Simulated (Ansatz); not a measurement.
**MgO: from a guess to a relaxed structure**

Level of theory: Ansatz 0.2.0, DFT PBE, scalar-relativistic, plane waves, PAW. Cutoff 420 eV, Gaussian smearing, Γ-centred meshes. Cell and atoms relax first on a coarse mesh and then on a converged one. In between, the cell is made exact in the group found at 0.06 Å. The steps can't lower the symmetry of their start. No spin polarisation.

Recipe of this trial structure of MgO: 4-connected net, two elements alternating (Aea2, No. 41). Its size is a rough estimate.

```xyz
8
Lattice="7.0227 0.0000 0.0000 0.0000 2.4199 2.4482 0.0000 -2.4199 2.4482" Properties=species:S:1:pos:R:3 pbc="T T T"
Mg    0.9146    0.9321    2.7524
Mg    6.1081   -0.9321    2.7524
Mg    4.4259    1.4878    2.7524
Mg    2.5968   -1.4878    2.7524
O     4.4259   -1.4878    2.1439
O     2.5968    1.4878    2.1439
O     0.9146   -0.9321    2.1439
O     6.1081    0.9321    2.1439
```

Formation energies are uncorrected and refer to the elements' standard structures at the same level (O₂ as a molecule).

Question: Where does the relaxation end?

Answer: The symmetry goes from Aea2 (No. 41) to Fm-3m (No. 225), and the primitive cell from 8 to 2 atoms. The end has the rock salt type. The volume per atom shrinks by 7.5 %, from 10.4 to 9.6 Å³. The shortest distance goes from 1.87 Å (Mg–O) to 2.13 Å (Mg–O). The energy falls by about 0.32 eV/atom (the start's value is from the coarse mesh). The end is written in a standard setting, so origin, axes and order of atoms can differ from the start's. Conventional cell: a = 4.254 Å. Mg has 6 O at 2.13 Å; O has 6 Mg at 2.13 Å.

```yaml
crystal:
  lattice:
    - [0.00000, 2.12681, 2.12681]
    - [2.12681, 0.00000, 2.12681]
    - [2.12681, 2.12681, 0.00000]
  atoms:
    - { symbol: Mg, position: [0.00000, 0.00000, 0.00000] }
    - { symbol: O, position: [0.50000, 0.50000, 0.50000] }
```

Question: How does it come out in energy, and is it a metal?

Answer: The energy over the elements is −2.685 eV/atom. The gap on the 10×10×10 mesh of the 2-atom cell is 4.46 eV.

Whether it is stable depends on the other phases of the system, which aren't compared here.

The last run used Gaussian smearing of 0.02 eV. Kohn–Sham gaps at this level usually fall short of measured ones. A later test with randomly moved atoms came back to the same energy, though modes that don't fit the test's cell weren't probed.
